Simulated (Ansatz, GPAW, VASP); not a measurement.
TiC: programs and potentials compared

```
Ti C
1.0
     0.00000    2.16572    2.16572
     2.16572    0.00000    2.16572
     2.16572    2.16572    0.00000
Ti C
1 1
Direct
  0.00000 0.00000 0.00000
  0.50000 0.50000 0.50000
```

The cell is a database's computed one, not the measured one.

Alike in all runs: task single point; functional PBEsol; k mesh 11 × 11 × 11; occupations gaussian, width 0.02 eV; no spin polarisation; no spin-orbit coupling. Pressure is positive in compression and, in plane waves, holds the error of the finite cutoff.

```json
{"program and potentials": "GPAW, PAW data sets generated for this functional", "plane-wave cutoff (eV)": "800", "notes": "-", "pressure (GPa)": "-5.85"}
{"program and potentials": "VASP, PBE PAW files C, Ti_sv, release 54, 520 eV", "plane-wave cutoff (eV)": "520", "notes": "potentials made for PBE", "pressure (GPa)": "-6.44"}
{"program and potentials": "VASP, PBE PAW files C, Ti_sv, 520 eV", "plane-wave cutoff (eV)": "520", "notes": "potentials made for PBE", "pressure (GPa)": "-6.44"}
{"program and potentials": "Ansatz, all-electron LAPW, scalar-relativistic", "plane-wave cutoff (eV)": "-", "notes": "-", "pressure (GPa)": "-6.75"}
```

The pressure spans -6.75 (Ansatz, all-electron LAPW, scalar-relativistic) to -5.85 GPa (GPAW, PAW data sets generated for this functional), with all-electron results at -6.75.

The functional is the same throughout but for its coding, so the spread measures potentials, basis and numerics; runs on potential files found faulty are left out.

The negative pressure in every run means that the cell is stretched relative to the PBEsol equilibrium, so relaxation at fixed symmetry would shorten the lattice constant. This suggests that the cell came from a functional favouring larger volumes, such as PBE; PBEsol's weaker exchange gradient enhancement typically gives denser solids. Strong Ti 3d–C 2p covalency, with an ionic contribution, makes TiC very stiff, so even a slight lattice mismatch produces a sizeable pressure. For the same reason, the differences between programs correspond to only a very small disagreement in equilibrium lattice constant.

The VASP values lie closer to the all-electron result than the GPAW value does, although only GPAW uses data sets generated for PBEsol. Matching the potential to the functional therefore doesn't by itself secure the closest pressure here. Nor does the order isolate the quality of the potentials: an incomplete plane-wave basis usually shifts the pressure downwards, which may bring VASP closer to the all-electron value through partial error cancellation. The identical VASP entries are not independent confirmation of each other.
